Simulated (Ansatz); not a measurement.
System: Bi4Se3 (parent space group No. 166, strained and rattled), 7 atoms in the cell.

These are results of Ansatz, PBE, all-electron LAPW, scalar-relativistic with a first-order correction to Dirac's equation for the inner shells, point nucleus, not measurements.

k-mesh 3×3×1 Γ-centred; Fermi–Dirac smearing of 0.15 eV; no spin polarisation; no spin–orbit coupling.

```yaml
crystal:
  lattice:
    - [-2.06485, 3.54913, 0.00275]
    - [-4.18001, -0.02905, 0.00446]
    - [-2.09606, 1.17531, 13.41582]
  atoms:
    - { symbol: Bi, position: [0.19068, 0.68724, 0.64849] }
    - { symbol: Bi, position: [0.73273, 0.27610, 0.91688] }
    - { symbol: Bi, position: [0.31803, 0.81167, 0.21936] }
    - { symbol: Bi, position: [0.59947, 0.11808, 0.34968] }
    - { symbol: Se, position: [0.46690, 0.98568, 0.78760] }
    - { symbol: Se, position: [0.01795, 0.55295, 0.02818] }
    - { symbol: Se, position: [0.86884, 0.38678, 0.53646] }
```
Lattice in Å, positions in fractions of it.

Forces on the other atoms:

```json
{"atom": "Bi1", "Fx (eV/Å)": "0.108", "Fy (eV/Å)": "-0.389", "Fz (eV/Å)": "0.312"}
{"atom": "Bi2", "Fx (eV/Å)": "0.266", "Fy (eV/Å)": "-0.008", "Fz (eV/Å)": "0.022"}
{"atom": "Se5", "Fx (eV/Å)": "0.449", "Fy (eV/Å)": "-0.288", "Fz (eV/Å)": "-0.523"}
{"atom": "Se6", "Fx (eV/Å)": "-0.661", "Fy (eV/Å)": "0.304", "Fz (eV/Å)": "0.951"}
{"atom": "Se7", "Fx (eV/Å)": "-0.180", "Fy (eV/Å)": "0.428", "Fz (eV/Å)": "-0.691"}
```

Problem. What forces (eV/Å) act on Bi3 and Bi4, and what is the pressure?

Solution. Bi3: (-0.131, -0.060, -0.852); Bi4: (0.149, 0.013, 0.781). The pressure is 6.58 GPa.

The k-mesh is coarse, so these values belong to this mesh and can lie far from the converged ones. Spin–orbit coupling is left out, which matters for 6p elements such as Tl, Pb and Bi.
